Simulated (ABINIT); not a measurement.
BaZrO3 in ABINIT: the effect of functional

BaZrO3:

```
Ba Zr O
1.0
     4.19134    0.00000    0.00000
     0.00000    4.19134    0.00000
     0.00000    0.00000    4.19134
Ba Zr O
1 1 3
Cartesian
  0.0000 0.0000 0.0000
  2.0957 2.0957 2.0957
  2.0957 2.0957 0.0000
  2.0957 0.0000 2.0957
  0.0000 2.0957 2.0957
```

Alike in all runs:

```yaml
Program: ABINIT 10.8.3 (patched build)
Task: band structure
Cutoff: 626 eV
k_mesh: 6 × 6 × 6
Occupations: fermi-dirac, width 0.05 eV
Spin: no spin polarisation
```

```tsv
functional	potentials or basis	gap on the mesh (eV)	pressure (GPa)
PBE	JTH PAW PBE v2.0	3.20	4.4
LDA	JTH PAW LDA v2.0	?	?
PBEsol	JTH PAW PBE v2.0	3.11	-0.8
```

Task: What does the run with functional LDA give?

Result: gap on the mesh 3.08 eV; pressure -4.7 GPa.

Caveats: this set's barium file shifts pressures by 1.5 GPa and gaps by 0.1 eV against other sets; spin-orbit coupling is left out, which moves the levels of the heavy elements; the PAW data sets were made with another functional, which shifts forces and pressure a little (some runs).

